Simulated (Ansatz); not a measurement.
# PtSe2 (Sudovikovite) (P-3m1) in Ansatz: further runs

Aim: see how the results for PtSe2 (Sudovikovite) move with the level of theory and the settings. Levels: PBE, BLYP, revPBE+D3(BJ), revPBE+D4. Tasks: single point, relaxation of cell and atoms.

Program: Ansatz 0.2.0. These are calculated values, not measurements. Logs are shortened: lines on timing, memory, paths and dates and some standing lists are left out, and cuts for length are marked.

### 1 The structure

It takes space group P-3m1 (No. 164, trigonal). The conventional cell has a = 3.724 Å, b = 3.724 Å, c = 5.062 Å, α = 90.00°, β = 90.00°, γ = 120.00°. Around Pt (site symmetry -3m) lie 6 Se at 2.49 Å. Se (site symmetry 3m) has 3 Pt at 2.49 Å as nearest neighbours.

### 2 Single point, PBE

Input file input.yaml:

```yaml
crystal:
  lattice:
    - [3.724, 0.0, 0.0]
    - [-1.862, 3.2250786037, 0.0]
    - [0.0, 0.0, 5.062]
  atoms:
    - { symbol: Pt, position: [0.0, 0.0, 0.0] }
    - { symbol: Se, position: [0.6666666667, 0.3333333333, 0.75] }
    - { symbol: Se, position: [0.3333333333, 0.6666666667, 0.25] }
hamiltonian:
  xc: pbe
  pseudopotentials: { kind: paw }
kpoints:
  mp_grid: { grid: [8, 8, 5] }
scf:
  occupations: { method: gaussian, width: 0.015 }
output:
  forces: true
  stress: true
  eigenvalues: true
  write_density: true
  write_potential: true
  elf: true
  volumetric_format: npy
```

Potentials or basis: Ansatz PAW.

Started as:

```sh
ansatz run input.yaml --threads 2 --pin off --max-ram 5632MiB --backend cpu --events-out ev --progress --plain --runs-dir out
```

Standard output:

```text
Warning: RAYON_NUM_THREADS=2 ignored (pool sized by the plan → 2); use --threads N
Engine: ansatz 0.2.0, x86_64-unknown-linux-gnu
Pseudopotentials: kind: paw
Pseudopotential: Pt, paw, valence charge 18, recommended cutoff 420 eV (normal), Pt.paw.azcp
Pseudopotential: Se, paw, valence charge 16, recommended cutoff 420 eV (normal), Se.paw.azcp
Functional definition: PBE
  parameter kappa = 0.804
  parameter beta = 0.06672455060314922
  exchange = pbe_x(kappa = kappa, mu = beta*pi^2/3)
  correlation = pbe_c(beta = beta)
Crystal: 3 atoms, lattice volume = 60.796 Å³
Basis set: ecut = 420 eV, 1205 PW (Γ), exchange–correlation on 50×50×72 points (8 copies of the dense FFT grid, shifted against one another)
Bands: 30, of which v1, the nominal top of the filled ones, is band 25 counted from 1 (24 counted from 0)
Symmetry: 12 space group operations
Space group: P-3m1 (ITA 164), of the structure as read, at distance tolerance 3.9e-5 Å
k-points: 40 of 320
Non-local potential: Pt, projectors of the file, l = 0: 3, l = 1: 2, l = 2: 2, l = 3: 1
Non-local potential: Se, projectors of the file, l = 0: 2, l = 1: 2, l = 2: 3, l = 3: 1
PAW form: soft (Blöchl's): semilocal exchange-correlation on the pseudo side does not see the compensation charge
PAW one-centre angular grid: Pt, 590 points (default); XC on 64 Gauss nodes
PAW one-centre angular grid: Se, 590 points (default); XC on 64 Gauss nodes
Initial density: superposition of atomic densities (neutral atoms: chi_scale 0, normalization atom), corrected by the library's trained network
Initial wavefunctions: pseudopotential atomic-orbital guess
Functional: x = pbe(κ = 0.804, μ = 0.2195149727645171), c = pbe(β = 0.06672455060314922)
SCF iter   1: F=—  HF=-23462.251885 eV  |F-HF|=—  |Δ(HF+E_count)|=         —  Δρ=3.51e-3  dr2=6.60e-3  ethr=1.77e-3  ⟨swp⟩=6.2  Hψ=4737  notcnv=0
preconditioner: auto → LDOS  [insulator: Δε(μ)=0.106 eV  Ē_g=10.189 eV  σ=0.015 eV  W_gap=0.92  n_scr=22 (ndim 8)  ℏωp=22.3 eV  f_vac=0.035  D(μ)=1.18/eV (n_scr^D=2)  ε∞_Penn≈5.8  β→1.0]
SCF iter   2: F=—  HF=-23462.252899 eV  |F-HF|=—  |Δ(HF+E_count)|=   1.01e-3  Δρ=8.76e-4  dr2=3.84e-4  ethr=1.32e-5  ⟨swp⟩=2.0  Hψ=2117  notcnv=0  defer=37
SCF iter   3: F=—  HF=-23462.252876 eV  |F-HF|=—  |Δ(HF+E_count)|=   2.29e-5  Δρ=2.20e-4  dr2=3.59e-5  ethr=7.68e-7  ⟨swp⟩=2.0  Hψ=2287  notcnv=0  defer=37
SCF iter   4: F=—  HF=-23462.252847 eV  |F-HF|=—  |Δ(HF+E_count)|=   2.88e-5  Δρ=5.07e-5  dr2=2.57e-6  ethr=7.17e-8  ⟨swp⟩=2.8  Hψ=2173  notcnv=0  defer=37
iter 5 did not close the SCF: its close was put off for the readings that it lacked (scf_convergence_deferred on its scf_iter line)
SCF iter   5: F=-23462.252847 eV  HF=-23462.252847 eV  |F-HF|=4.93e-8  |Δ(HF+E_count)|=   1.76e-7  Δρ=9.60e-6  dr2=3.57e-8  ethr=5.15e-9  ⟨swp⟩=2.0  Hψ=1521  notcnv=0  defer=37
SCF iter   6: F=-23462.252847 eV  HF=-23462.252847 eV  |F-HF|=8.84e-9  |Δ(HF+E_count)|=   5.83e-8  Δρ=3.27e-6  dr2=4.73e-9  ethr=7.13e-11  ⟨swp⟩=7.9  Hψ=7922  notcnv=0
SCF 1 converged in 6 iterations: F = -23462.252847 eV  dr2 = 4.73e-9
SCF converged after 6 iterations
Free energy (F): -23462.252847 eV
Harris-Foulkes:  -23462.252847 eV  (|F-HF|=8.84e-9)
Internal energy: -23462.252714 eV  (E = F + TS)
E sigma→0 (E₀):  -23462.252781 eV
Entropy (-TS):   -0.000133 eV (-0.044 meV/atom)
Fermi energy:    13.421750 eV
--- Per-component energies (eV) ---
  E_band       = -958.364399
  E_kinetic    = 876.403774
  E_local      = -6791.656869  (includes V_loc(G=0)·N_el)
  E_nonlocal   = -990.585853
  E_hartree    = 3150.820410
  E_xc         = -471.412307
  E_vxc        = -500.899018  (∫ρ·V_xc dr)
  E_paw        = -13277.885522  (= ΣΔE_a)
  E_vpaw       = 146.736827  (= ΣTr[D̂ρ^β])
  E_aug_tail   = -0.000985  (compensation charges beyond the density's cutoff)
  E_ewald      = -5957.935364
  E_smearing   = -0.000133  (= −TS)
  E_closure    = 0.000000  (closes the sum)
  Σ components = -23462.252847   (vs F -23462.252847, Δ=0.00e0)
--- Forces (eV/Å), atoms counted from 1 ---
  atom   1  Pt    -0.00000000     0.00000000     0.00000000
  atom   2  Se     0.00000000    -0.00000000    -0.56981218
  atom   3  Se    -0.00000000     0.00000000     0.56981218
  max |Σ_I F_I| component: 2.31e-18 eV/Å
--- Stress (GPa, compression-positive) ---
        7.898116      -0.000000      -0.000000
        0.000000       7.898116       0.000000
       -0.000000       0.000000       6.172389
  P = ⅓ Tr σ = 7.3229 GPa (73.229 kbar)
--- Band table (eV; the first three rows and the last of 40) ---
  k-point 0: bands = ["-86.2524", "-40.5043", "-40.5043", "-40.4106", "-35.2302", "-35.2302", "-35.2279", "-35.2279", "-35.2116", "-35.2116", "-35.2066", "-35.2066", "-35.2010", "-35.2007", "-2.4013", "0.4257", "6.1102", "6.8139", "6.8139", "9.2701", "9.2701", "10.7168", "12.2428", "12.2428", "13.7244", "14.7781", "14.7781", "16.9297", "17.5312", "20.6148"]
  k-point 1: bands = ["-86.2524", "-40.5043", "-40.5043", "-40.4106", "-35.2301", "-35.2301", "-35.2279", "-35.2279", "-35.2112", "-35.2112", "-35.2070", "-35.2070", "-35.2010", "-35.2007", "-2.2552", "0.0780", "6.6285", "6.8319", "6.8319", "9.2588", "9.2588", "10.6829", "12.0771", "12.0771", "12.8791", "15.0667", "15.0667", "17.2385", "18.3690", "20.4746"]
  k-point 2: bands = ["-86.2524", "-40.5043", "-40.5043", "-40.4106", "-35.2300", "-35.2300", "-35.2280", "-35.2280", "-35.2105", "-35.2105", "-35.2078", "-35.2078", "-35.2011", "-35.2006", "-1.9141", "-0.5433", "6.8615", "6.8615", "7.6290", "9.2421", "9.2421", "10.4710", "11.7565", "11.8458", "11.8458", "15.5388", "15.5388", "17.9555", "19.4760", "20.1592"]
  k-point 39: bands = ["-86.2521", "-40.5127", "-40.5101", "-40.4099", "-35.2297", "-35.2294", "-35.2288", "-35.2280", "-35.2106", "-35.2091", "-35.2088", "-35.2084", "-35.2004", "-35.2004", "-0.4457", "-0.3132", "6.3761", "6.9041", "7.4759", "8.4637", "8.8075", "9.5199", "9.6652", "10.7403", "11.0029", "14.8019", "15.3073", "19.1687", "20.2214", "21.0543"]
```

Run time: 5.3 s. Hardware: 2 threads of Intel Xeon at 2.50GHz (Skylake/Cascade Lake), shared host; peak memory 0.4 GiB.

Results:

```
Free energy            : -23462.2528 eV
Pressure               : 7.3 GPa
Largest force          : 0.570 eV/Å
Band gap on the k mesh : none (metal or under the smearing width)
```

Forces on the atoms (eV/Å):
```
Pt   0.000  0.000  0.000
Se   0.000  0.000 -0.570
Se   0.000  0.000  0.570
```

Levels at points of the mesh, in eV from the Fermi level:
```tsv
k point	band 23	band 24	band 25	band 26	band 27	band 28
(0.00, 0.00, 0.00)	-1.18	-1.18	0.30	1.36	1.36	3.51
(0.00, -0.50, 0.00)	-3.64	-3.55	-3.10	0.56	2.25	4.69
```

Spin-orbit coupling is left out, which matters for the levels of Pt.

### 3 Relaxation of cell and atoms, BLYP

input.yaml: that of step 2 with these lines changed.

```diff
@@ -10,3 +10,3 @@
 hamiltonian:
-  xc: pbe
+  xc: blyp
   pseudopotentials: { kind: paw }
@@ -15,3 +15,3 @@
 scf:
-  occupations: { method: gaussian, width: 0.015 }
+  occupations: { method: fermi_dirac, width: 0.05 }
 output:
@@ -19,3 +19,2 @@
   stress: true
-  eigenvalues: true
   write_density: true
@@ -24 +23,5 @@
   volumetric_format: npy
+relax:
+  f_tol: 0.01
+  max_steps: 40
+  cell: { stress_tol: 0.05 }
```

Potentials or basis: Ansatz PAW.

Started as:

```sh
ansatz run input.yaml --threads 2 --pin off --max-ram 5632MiB --backend cpu --events-out ev --progress --plain --runs-dir out
```

It took 3.3 min on 2 threads of Intel Xeon at 2.50GHz (Skylake/Cascade Lake), shared host; peak memory 0.5 GiB.

The run converged. Its results:

| Quantity | Value |
| --- | --- |
| Free energy | -23510.6503 eV |
| Relaxed volume | 38.49 Å³/atom |
| Relaxed cell | a = 3.820 Å, b = 3.820 Å, c = 9.137 Å, α = 90.00°, β = 90.00°, γ = 120.00° |
| Space group after relaxing (to 0.05 Å) | P-3m1 (No. 164) |
| Energy gained by relaxing | 156.8 meV/atom |
| Ionic steps | 33 |
| Pressure after relaxing | 0.0 GPa |
| Band gap on the k mesh | 1.29 eV, indirect (least direct gap 1.44 eV) |

The path:
```tsv
step	energy change (eV)	largest force (eV/Å)	volume (Å³)
1	0.0000	1.0276	60.80
2	-0.3086	0.3541	69.69
3	-0.3422	0.3087	73.22
4	-0.3794	0.1625	74.90
5	-0.3875	0.0172	76.05
6	-0.3880	0.0156	75.45
7	-0.3881	0.0012	75.46
8	-0.4065	0.0061	75.46
9	-0.4179	0.0072	77.19
10	-0.4313	0.0238	80.11
11	-0.4392	0.0198	83.03
12	-0.4400	0.0325	86.06
13	-0.4407	0.0017	85.43
14	-0.4407	0.0074	85.24
15	-0.4467	0.0055	85.24
16	-0.4497	0.0053	86.83
17	-0.4538	0.0271	89.95
18	-0.4565	0.0207	92.93
19	-0.4562	0.0243	96.13
20	-0.4568	0.0078	95.06
21	-0.4603	0.0091	95.06
22	-0.4617	0.0051	96.82
23	-0.4635	0.0060	100.14
24	-0.4646	0.0083	102.97
25	-0.4646	0.0089	103.35
26	-0.4645	0.0005	104.73
27	-0.4645	0.0022	104.89
28	-0.4669	0.0033	104.89
29	-0.4673	0.0012	106.09
30	-0.4681	0.0154	109.20
31	-0.4685	0.0198	112.30
32	-0.4681	0.0008	115.48
33	-0.4703	0.0017	115.48
```

Final structure:
```cif
data_structure
_symmetry_space_group_name_H-M 'P 1'
_symmetry_Int_Tables_number 1
_cell_length_a 3.8204
_cell_length_b 3.8204
_cell_length_c 9.1366
_cell_angle_alpha 90.000
_cell_angle_beta 90.000
_cell_angle_gamma 120.000
_cell_volume 115.48
loop_
_atom_site_label
_atom_site_type_symbol
_atom_site_fract_x
_atom_site_fract_y
_atom_site_fract_z
_atom_site_occupancy
Pt1 Pt 0.00000 0.00000 0.00000 1
Se1 Se 0.66667 0.33333 0.85443 1
Se2 Se 0.33333 0.66667 0.14557 1
```

Levels at points of the mesh, in eV from the valence-band top:
```
            k point  band 21  band 22  band 23  band 24  band 25  band 26  band 27  band 28  band 29  band 30
 (0.00, 0.00, 0.00)    -2.51    -1.13    -0.45     0.00     0.00     2.72     2.72     4.09     5.70     6.74
(0.00, -0.50, 0.00)    -2.07    -2.07    -1.78    -1.60    -1.19     2.16     2.52     4.61     6.34     7.98
```

Caveat: the volume moved by over 15 % at a fixed basis, so the end points are rough; odd divisions of the mesh miss points on the zone boundary, where band edges often lie, so the gap on the mesh can be too wide; the plane-wave basis is chosen anew once the cell has moved, so the energies of steps on either side of that aren't comparable; spin-orbit coupling is left out, which moves the levels of the heavy elements; the volume moved by +90 % from the deposited cell, more than functionals usually miss; the PAW data sets come from PBE, with cores solved anew for the run's functional, which leaves a small shift of forces and pressure.

[end of part 1 of 2]
